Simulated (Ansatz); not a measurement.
# TiO2: relaxation of cell and atoms with PBE+D4

Crystal: TiO2.

```
CELL_PARAMETERS angstrom
4.81270 0.00000 0.00000
0.00000 4.87188 0.00000
-0.86289 0.00000 4.96659
ATOMIC_POSITIONS crystal
Ti 0.27744 0.05281 0.21315
Ti 0.72256 0.55281 0.28685
Ti 0.72256 0.94719 0.78685
Ti 0.27744 0.44719 0.71315
O 0.06384 0.17697 0.85156
O 0.93616 0.67697 0.64844
O 0.93616 0.82303 0.14844
O 0.06384 0.32303 0.35156
O 0.44536 0.75763 0.46677
O 0.55464 0.25763 0.03323
O 0.55464 0.24237 0.53323
O 0.44536 0.74237 0.96677
```

The cell comes from a database or a generator and needn't be the stable form of this composition.

| Quantity | Value |
| --- | --- |
| Program | Ansatz 0.2.0 |
| Task | relaxation of cell and atoms |
| Functional | PBE |
| Dispersion | D4 |
| Potentials or basis | Ansatz PAW |
| Cutoff | 420 eV (not typed: the program's choice for these potentials) |
| k mesh | 6 × 6 × 6 |
| Occupations | fermi-dirac, width 0.05 eV |
| Spin | no spin polarisation |

The relaxed volume is 9.71 Å³/atom. The relaxed cell is a = 4.809 Å, b = 4.876 Å, c = 5.046 Å, α = 90.00°, β = 99.91°, γ = 90.00°, the space group after relaxing (to 0.05 Å) is P2_1/c (No. 14) and the energy gained by relaxing is 0.5 meV/atom. The ionic steps are 7, the pressure after relaxing is 0.0 GPa and the band gap on the k mesh is 2.32 eV, indirect (least direct gap 2.43 eV).

Forces in eV/Å, atoms in the order of the input:
```
Ti   0.001  0.001 -0.001
Ti  -0.001  0.001  0.001
Ti  -0.001 -0.001  0.001
Ti   0.001 -0.001 -0.001
O   -0.001  0.000  0.001
O    0.001  0.000 -0.001
O    0.001  0.000 -0.001
O   -0.001  0.000  0.001
O    0.000  0.002  0.001
O    0.000  0.002 -0.001
O    0.000 -0.002 -0.001
O    0.000 -0.002  0.001
```

Step by step:
```csv
step,energy change (eV),largest force (eV/Å),volume (Å³)
1,0.0000,0.1319,116.45
2,-0.0025,0.1031,116.35
3,-0.0052,0.0345,116.36
4,-0.0053,0.0224,116.44
5,-0.0042,0.0176,116.70
6,-0.0050,0.0021,116.56
7,-0.0057,0.0021,116.56
```

Final structure:
```yaml
crystal:
  lattice:
    - [4.80894, 0.00000, -0.00314]
    - [0.00000, 4.87602, 0.00000]
    - [-0.86546, 0.00000, 4.97156]
  atoms:
    - { symbol: Ti, position: [0.27717, 0.05518, 0.21520] }
    - { symbol: Ti, position: [0.72283, 0.55518, 0.28480] }
    - { symbol: Ti, position: [0.72283, 0.94482, 0.78480] }
    - { symbol: Ti, position: [0.27717, 0.44482, 0.71520] }
    - { symbol: O, position: [0.06342, 0.17689, 0.85096] }
    - { symbol: O, position: [0.93658, 0.67689, 0.64904] }
    - { symbol: O, position: [0.93658, 0.82311, 0.14904] }
    - { symbol: O, position: [0.06342, 0.32311, 0.35096] }
    - { symbol: O, position: [0.44603, 0.75831, 0.46377] }
    - { symbol: O, position: [0.55397, 0.25831, 0.03623] }
    - { symbol: O, position: [0.55397, 0.24169, 0.53623] }
    - { symbol: O, position: [0.44603, 0.74169, 0.96377] }
```

Levels at points of the mesh, in eV from the valence-band top:
| k point | band 44 | band 45 | band 46 | band 47 | band 48 | band 49 | band 50 | band 51 | band 52 | band 53 |
| --- | --- | --- | --- | --- | --- | --- | --- | --- | --- | --- |
| (0.00, 0.00, 0.00) | -1.06 | -0.70 | -0.61 | -0.06 | 0.00 | 2.45 | 2.57 | 2.93 | 3.04 | 3.23 |
| (0.00, 0.00, -0.50) | -1.34 | -1.07 | -1.07 | -0.42 | -0.42 | 2.65 | 2.65 | 2.89 | 2.89 | 3.42 |
| (0.00, -0.50, 0.00) | -1.31 | -0.96 | -0.96 | -0.37 | -0.37 | 2.86 | 2.86 | 3.20 | 3.20 | 3.29 |
| (0.00, -0.50, -0.50) | -1.19 | -1.11 | -1.11 | -0.86 | -0.86 | 2.70 | 2.70 | 2.83 | 2.83 | 3.41 |
| (-0.50, 0.00, 0.00) | -0.87 | -0.86 | -0.78 | -0.52 | -0.11 | 2.32 | 2.87 | 2.89 | 3.02 | 3.46 |
| (-0.50, 0.00, -0.50) | -1.34 | -1.08 | -1.08 | -0.64 | -0.64 | 2.37 | 2.37 | 3.29 | 3.29 | 3.40 |
| (-0.50, -0.50, 0.00) | -1.67 | -0.98 | -0.98 | -0.78 | -0.78 | 2.71 | 2.71 | 2.99 | 2.99 | 3.24 |
| (-0.50, -0.50, -0.50) | -1.43 | -1.19 | -1.19 | -0.94 | -0.94 | 2.60 | 2.60 | 2.92 | 2.92 | 3.32 |

Run time: 53 s on 4 threads of Arm Neoverse V2, on a shared host, peak memory 0.77 GiB.

Caveat: the plane-wave basis is chosen anew once the cell has moved, so the energies of steps on either side of that aren't comparable; the pressure holds a Pulay correction of +0.8 GPa for the finite cutoff. A k mesh can miss the band edges.
